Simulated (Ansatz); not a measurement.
Space group P6_3/mmc (No. 194). a = 2.265 Å, b = 2.265 Å, c = 3.561 Å, α = 90.00°, β = 90.00°, γ = 120.00°
```csv
atom,site,symmetry,x,y,z
Be,2c,-6m2,0.3333,0.6667,0.2500
```

Equation of state of this Be structure (not necessarily the ground state), with shape and atoms relaxed at each volume where symmetry leaves them free. It has no gap at any of these volumes. These are results of DFT PBE, scalar-relativistic, plane waves, PAW in Ansatz 0.2.0, not measurements.

Plane waves to 420 eV, a k mesh through Γ of 24×24×12 on the computed 2-atom cell and Gaussian smearing (0.10 eV); no spin polarisation.

```json
{"V (Å³/atom)": "7.436", "E − E(largest V) (meV/atom)": "1.85", "P (GPa)": "8.40"}
{"V (Å³/atom)": "7.673", "E − E(largest V) (meV/atom)": "-7.19", "P (GPa)": "3.92"}
{"V (Å³/atom)": "7.911", "E − E(largest V) (meV/atom)": "-10.02", "P (GPa)": "-0.01"}
{"V (Å³/atom)": "8.148", "E − E(largest V) (meV/atom)": "-7.41", "P (GPa)": "-3.46"}
{"V (Å³/atom)": "8.385", "E − E(largest V) (meV/atom)": "0.00", "P (GPa)": "-6.49"}
```

**Question.** Fit a third-order Birch–Murnaghan equation to E(V).

**Answer.** V0 = 7.91 Å³/atom, B0 = 123 GPa, B0' = 3.3.